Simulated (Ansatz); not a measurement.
```xyz
2
Lattice="0.0000 2.4100 2.4100 2.4100 0.0000 2.4100 2.4100 2.4100 0.0000" Properties=species:S:1:pos:R:3 pbc="T T T"
Be    0.0000    0.0000    0.0000
S     1.2050    1.2050    1.2050
```

* orbitals: PBE
* datasets: all-electron datasets in plane waves (scalar-relativistic, Gaussian nuclei)
* k mesh: 4×4×4
* empty bands: 180
* response cutoff: 200 eV
* wave cutoff: 3300 eV
* frequencies: plasmon pole, fitted at 0 and 19.85i eV
* q → 0 term: analytic weight of Carrier, Rohra and Görling
* band sums: cut at the band count

Program: Ansatz. The Kohn-Sham gap (from Γ to k = (0, -0.5, -0.5)) is 3.06 eV and the electronic dielectric constant on this mesh 5.8.

(1) By how much does G0W0 change the gap?

## Answers

(1) By +1.28 eV, to 4.34 eV. The valence edge moves by -0.96 eV (Z = 0.79) and the conduction edge by +0.32 eV (Z = 0.82).

The cell is a model at fixed atoms and needn't be the relaxed known crystal. Points k are given in fractions of the reciprocal vectors. The mesh is coarse, so these are values at the stated settings, not converged ones. Band sums or response are cut, so the gap isn't at its basis limit. The gap is read on the mesh, and the crystal's band edges can lie off it. Meshes this coarse can overestimate the dielectric constant by a tenth and more.
